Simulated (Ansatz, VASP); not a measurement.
# BN in VASP and in Ansatz

```xyz
4
Lattice="2.5100 0.0000 0.0000 -1.2550 2.1737 0.0000 0.0000 0.0000 6.6900" Properties=species:S:1:pos:R:3 pbc="T T T"
B     0.0000    0.0000    3.3450
B     0.0000    1.4491    0.0000
N     0.0000    0.0000    0.0000
N     1.2550    0.7246    3.3450
```

Measurements of this composition are mostly on another form, of space group No. 194.

Alike in both runs: task single point; functional PBEsol; k mesh 12 × 12 × 4; occupations gaussian, width 0.05 eV; no spin polarisation.

|  | VASP | Ansatz |
| --- | --- | --- |
| version | VASP 6.6.1 | Ansatz 0.2.0 |
| potentials or method | VASP PAW PBE potentials, release 64 (B, N) | scalar-relativistic, plane waves, PAW |
| plane-wave cutoff (eV) | 520 | 420 |
| valence electrons in the cell | 16 | 16 |

Ansatz gave:

* gap on the k mesh at the Fermi level (eV): 4.27
* least direct gap on the mesh (eV): 4.41
* pressure (GPa): -1.4
* largest component of the traceless stress (GPa): 2.05

Problem. Estimate VASP's values.

Solution. gap on the k mesh at the Fermi level (eV): 4.26; least direct gap on the mesh (eV): 4.40; pressure (GPa): -1.1; largest component of the traceless stress (GPa): 1.62.

Caveats: the PAW data sets were made with another functional, which shifts forces and pressure a little (VASP); this functional lacks dispersion, which binds the layers, so the pressure and a relaxed spacing across them are unreliable. A k mesh can miss the band edges.
